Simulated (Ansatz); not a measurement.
## Strain response of Al3GaN4

Level of theory: Ansatz 0.2.0, DFT r2SCAN, scalar-relativistic, plane waves, PAW. Settings: 500 eV cutoff, 6×6×6 k-mesh, Gaussian smearing of 0.02 eV, no spin polarisation.

Starting point, cell and atoms relaxed:

```xyz
8
Lattice="4.4012 0.0000 0.0000 0.0000 4.4012 0.0000 0.0000 0.0000 4.4012" Properties=species:S:1:pos:R:3 pbc="T T T"
Al    2.2006    2.2006    0.0000
Al    2.2006    0.0000    2.2006
Al    0.0000    2.2006    2.2006
Ga    0.0000    0.0000    0.0000
N     3.2765    3.2765    1.1247
N     3.2765    1.1247    3.2765
N     1.1247    3.2765    3.2765
N     1.1247    1.1247    1.1247
```

Deformation: all cell vectors scaled alike, the atoms relaxed, all within the symmetry that the strain leaves. Energies are extrapolated to zero smearing. Stress is positive in compression, on the Cartesian axes of the cell above. Gaps are generalised Kohn–Sham gaps over the whole zone.

```tsv
strain (%)	ΔE (meV/atom)	a (Å)	b (Å)	c (Å)	σxx (GPa)	σyy (GPa)	σzz (GPa)	gap (eV)
-3.0	?	4.269	4.269	4.269	?	?	?	?
-1.5	14.6	4.335	4.335	4.335	10.26	10.26	10.26	4.05
+0.0	0.0	4.401	4.401	4.401	0.00	0.00	0.00	4.00
+1.5	?	4.467	4.467	4.467	?	?	?	?
+3.0	51.1	4.533	4.533	4.533	-15.39	-15.39	-15.39	3.35
```

(1) Fill in the row at -3.0 %.

(2) Fill in the row at +1.5 %.

Results:

(1) ΔE 61.0 meV/atom; σxx 22.63 GPa; σyy 22.63 GPa; σzz 22.63 GPa; gap 4.09 eV.

(2) ΔE 13.3 meV/atom; σxx -8.46 GPa; σyy -8.46 GPa; σzz -8.46 GPa; gap 3.71 eV.